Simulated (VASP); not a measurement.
**How PAW data sets and SCF threshold change a VASP run on Cd (Cadmium)**

Aim: find what the PAW data sets and SCF threshold change for Cd (Cadmium), and what they cost. The series runs use LDA. The PAW data sets tried: minimal 64: Cd; recommended 54: Cd; gw 64: Cd_sv_GW. The SCF threshold tried: EDIFF = 0.01; EDIFF = 0.001; EDIFF = 1E-04; EDIFF = 1E-05; EDIFF = 1E-06; EDIFF = 1E-08. The atoms of the start are displaced at random from the sites of a P6_3/mmc cell.

Method: LDA; plane waves and PAW (Cd), in the first sound run; inputs show where later runs differ, in VASP 6.6.1.

This is a report of a sequence of runs, with most program output left out.

### 1. Starting point

The structure is triclinic, space group P-1 (No. 2). The conventional cell has a = 2.979 Å, b = 2.979 Å, c = 5.618 Å, α = 90.00°, β = 90.00°, γ = 120.00°. Cd has 12 Cd at 2.98 to 3.33 Å nearest.

### 2. PAW data sets: minimal 64: Cd

Data sets differ in which electrons are valence and how hard the partial waves are. LDA, the lowest rung, knows the local density alone.

File INCAR:

```
SYSTEM = Cd
PREC = Accurate
ENCUT = 400
EDIFF = 1E-06
NELM = 100
ISMEAR = -1
SIGMA = 0.05
LREAL = .FALSE.
ALGO = Normal
GGA = CA
NBANDS = 18
LORBIT = 11
LWAVE = .FALSE.
LCHARG = .FALSE.
KPAR = 2
ISIF = 2
```

File POSCAR:

```
Cd
1.0
    2.9788700000      0.0000000000      0.0000000000
   -1.4894350000      2.5797770946      0.0000000000
    0.0000000000      0.0000000000      5.6176500000
Cd
2
Direct
    0.3225440000      0.6628120000      0.2612670000
    0.6454820000      0.3477860000      0.7579970000
```

File KPOINTS:

```
Automatic mesh
0
Gamma
10 10 5
0 0 0
```

Potentials, in the order of the species: Cd (PBE family, release 64).

The run is started by

```sh
$ mpirun -np 2 vasp_std
```

Elapsed: 33 s, on 2 MPI ranks of Intel Xeon Platinum 8259CL at 2.50GHz (Skylake/Cascade Lake), shared host; peak memory 0.4 GiB.

The k-mesh is coarse for a metal. The PAW data sets were made with PBE, though LDA sets exist; this is a small mismatch.

Numbers from this step:

| Property | Result |
| --- | --- |
| SCF cycles | 11 |
| electrons | 24 |
| bands | 18 |
| irreducible k-points | 252 |
| symmetry operations | 2 |
| free energy (TOTEN) | -3.081 eV |
| energy at zero smearing | -3.080 eV |
| Fermi energy | 2.461 eV |
| pressure | -4.715 GPa |
| metallic | yes |

The series starts at -1.5399 eV an atom and -4.72 GPa, after 11 cycles in 33 s.

### 3. PAW data sets: recommended 54: Cd

INCAR is that of step 2.

POSCAR is that of step 2.

KPOINTS is that of step 2.

PAW data sets: Cd (PBE family, release 54).

The run is started by

```sh
$ mpirun -np 2 vasp_std
```

The job ended after 33 s (2 MPI ranks; peak memory 0.4 GiB; 64 s of CPU time).

With 24 valence electrons the pressure is -4.72 GPa, +0.00 GPa from the first of the series, after 11 cycles in 33 s.

### 4. PAW data sets: GW 64: Cd sv GW

This step: LDA; plane waves and PAW (Cd_sv_GW) (VASP 6.6.1).

Changes to INCAR since step 3:

```diff
@@ -2,3 +2,3 @@
 PREC = Accurate
-ENCUT = 400
+ENCUT = 480
 EDIFF = 1E-06
@@ -10,3 +10,3 @@
 GGA = CA
-NBANDS = 18
+NBANDS = 26
 LORBIT = 11
```

POSCAR is that of step 3.

KPOINTS is that of step 3.

The projector-augmented-wave data sets are Cd_sv_GW (PBE family, release 64).

The run is started by

```sh
$ mpirun -np 2 vasp_std
```

Elapsed: 71 s, on 2 MPI ranks; peak memory 0.66 GiB.

With 40 valence electrons the pressure is -7.02 GPa, -2.30 GPa from the first of the series, after 11 cycles in 71 s.

### 5. The PAW data sets series as a table

This step: convergence of LDA results with the datasets; plane waves and PAW (VASP 6.6.1).

No new run; the numbers come from the runs before.

Differences are taken from the run with minimal 64: Cd. Results of the series, by row:

```tsv
setting	status	pressure (GPa)	largest force difference (meV/Å)	SCF cycles	wall time (s)
minimal 64: Cd, 400 eV	converged	-4.715	0	11	33
recommended 54: Cd, 400 eV	converged	-4.715	0	11	33
gw 64: Cd_sv_GW, 480 eV	converged	-7.016	2.507	11	71
```

### 6. SCF threshold: EDIFF = 0.01

This step: LDA; plane waves and PAW (Cd) (VASP 6.6.1).

EDIFF stops the electronic loop; forces need it tighter than energies do.

File INCAR:

```
SYSTEM = Cd
PREC = Accurate
ENCUT = 400
EDIFF = 0.01
NELM = 100
ISMEAR = -1
SIGMA = 0.05
LREAL = .FALSE.
ALGO = Normal
GGA = CA
NBANDS = 18
LORBIT = 11
LWAVE = .FALSE.
LCHARG = .FALSE.
KPAR = 2
ISIF = 2
```

POSCAR is that of step 4.

KPOINTS is that of step 4.

Potentials, in the order of the species: Cd (PBE family, release 64).

The run is started by

```sh
$ mpirun -np 2 vasp_std
```

Elapsed: 24 s, on 2 MPI ranks; peak memory 0.4 GiB.

This step gave:

| Item | Value |
| --- | --- |
| SCF cycles | 8 |
| electrons | 24 |
| bands | 18 |
| free energy (TOTEN) | -3.081 eV |
| energy at zero smearing | -3.080 eV |
| Fermi energy | 2.462 eV |
| pressure | -5.545 GPa |

The series starts at -1.5399 eV an atom and -5.54 GPa, after 8 cycles in 24 s.

### 7. SCF threshold: EDIFF = 0.001

Changes to INCAR since step 6:

```diff
@@ -3,3 +3,3 @@
 ENCUT = 400
-EDIFF = 0.01
+EDIFF = 0.001
 NELM = 100
```

POSCAR is that of step 6.

KPOINTS is that of step 6.

The run is started by

```sh
$ mpirun -np 2 vasp_std
```

Elapsed: 27 s, on 2 MPI ranks; peak memory 0.4 GiB.

Against the run before the energy moves by -0.01 meV an atom and the pressure by +0.78 GPa, after 9 cycles in 27 s.

### 8. SCF threshold: EDIFF = 1E-04

Changes to INCAR since step 7:

```diff
@@ -3,3 +3,3 @@
 ENCUT = 400
-EDIFF = 0.001
+EDIFF = 1E-04
 NELM = 100
```

POSCAR is that of step 7.

KPOINTS is that of step 7.

The run is started by

```sh
$ mpirun -np 2 vasp_std
```

Elapsed: 27 s, on 2 MPI ranks; peak memory 0.4 GiB; 52 s of CPU time.

Against the run before the energy stays within 0.01 meV an atom and the pressure within 0.01 GPa, after 9 cycles in 27 s.

### 9. SCF threshold: EDIFF = 1E-05

Changes to INCAR since step 8:

```diff
@@ -3,3 +3,3 @@
 ENCUT = 400
-EDIFF = 1E-04
+EDIFF = 1E-05
 NELM = 100
```

POSCAR is that of step 8.

KPOINTS is that of step 8.

The run is started by

```sh
$ mpirun -np 2 vasp_std
```

The job ended after 28 s (2 MPI ranks; peak memory 0.4 GiB; 54 s of CPU time).

Against the run before the energy stays within 0.01 meV an atom; the pressure moves by -0.01 GPa, after 9 cycles in 28 s.

### 10. SCF threshold: EDIFF = 1E-06

Changes to INCAR since step 9:

```diff
@@ -3,3 +3,3 @@
 ENCUT = 400
-EDIFF = 1E-05
+EDIFF = 1E-06
 NELM = 100
```

POSCAR is that of step 9.

KPOINTS is that of step 9.

The run is started by

```sh
$ mpirun -np 2 vasp_std
```

The job ended after 34 s (2 MPI ranks; peak memory 0.4 GiB; 65 s of CPU time).

Against the run before the energy stays within 0.01 meV an atom; the pressure moves by +0.07 GPa, after 11 cycles in 34 s.

### 11. SCF threshold: EDIFF = 1E-08

Changes to INCAR since step 10:

```diff
@@ -3,3 +3,3 @@
 ENCUT = 400
-EDIFF = 1E-06
+EDIFF = 1E-08
 NELM = 100
```

POSCAR is that of step 10.

KPOINTS is that of step 10.

The run is started by

```sh
$ mpirun -np 2 vasp_std
```

Elapsed: 36 s, on 2 MPI ranks; peak memory 0.4 GiB; 71 s of CPU time.

Against the run before the energy stays within 0.01 meV an atom and the pressure within 0.01 GPa, after 12 cycles in 36 s.

### 12. The SCF threshold series as a table

This step: convergence of LDA results with the threshold; plane waves and PAW (VASP 6.6.1).

This step runs nothing: it gathers the runs above.

Differences are taken from the run with EDIFF = 1E-08. Results of the series, by row:

```tsv
setting	status	energy less the reference (meV/atom)	pressure (GPa)	largest force difference (meV/Å)	SCF cycles	wall time (s)
EDIFF = 0.01	converged	0.00903	-5.545	1.634	8	24
EDIFF = 0.001	converged	0.00278	-4.77	0.297	9	27
EDIFF = 1E-04	converged	0.002775	-4.769	0.286	9	27
EDIFF = 1E-05	converged	0.00271	-4.782	0.058	9	28
EDIFF = 1E-06	converged	-1.00e-5	-4.715	0.076	11	34
EDIFF = 1E-08	converged	0	-4.713	0	12	36
```

### 13. Results

```yaml
spread_of_the_pressure_over_the_paw_data_sets: 2.30 GPa
scf_threshold_from_which_the_energy_stays_within_10_mev_atom_of_the_reference: EDIFF = 0.01
scf_threshold_from_which_the_energy_stays_within_1_mev_atom_of_the_reference: EDIFF = 0.01
scf_threshold_from_which_the_pressure_stays_within_0p2_gpa_of_the_reference: EDIFF = 0.001
spread_of_the_pressure_over_the_scf_threshold: 0.831 GPa
spread_of_the_energy_over_the_scf_threshold: 0.00904 meV/atom
```

The choice of data set moves the pressure between -7.02 GPa (gw 64: Cd_sv_GW) and -4.72 GPa (minimal 64: Cd); the cutoffs differ too (400 and 480 eV). From EDIFF = 0.01 on, the energy stays within 1 meV an atom of the reference, at 67 % of its time. The pressure holds within 0.2 GPa from EDIFF = 0.001 on. The loosest stop saves 4 of 12 cycles and costs +0.0 meV an atom, -0.83 GPa, 1.6 meV/Å in forces. Data sets differ in their zero of energy, so energies are not compared.

[Lines on the potential files, build, host, timing and source positions are cut from VASP's logs without a mark.]

[Logs are printed without paths, hosts, clocks, repeated set-up lines and the standing remarks that a program may print on its own settings, such as how far it seeks lower states.]

[Hosts, paths, dates, database ids (printed as entryN), source tags and the programs' standing remarks are cut or masked in the printed files.]

[A measured line is paired with the nearest computed mode of its activity, which favours agreement.]
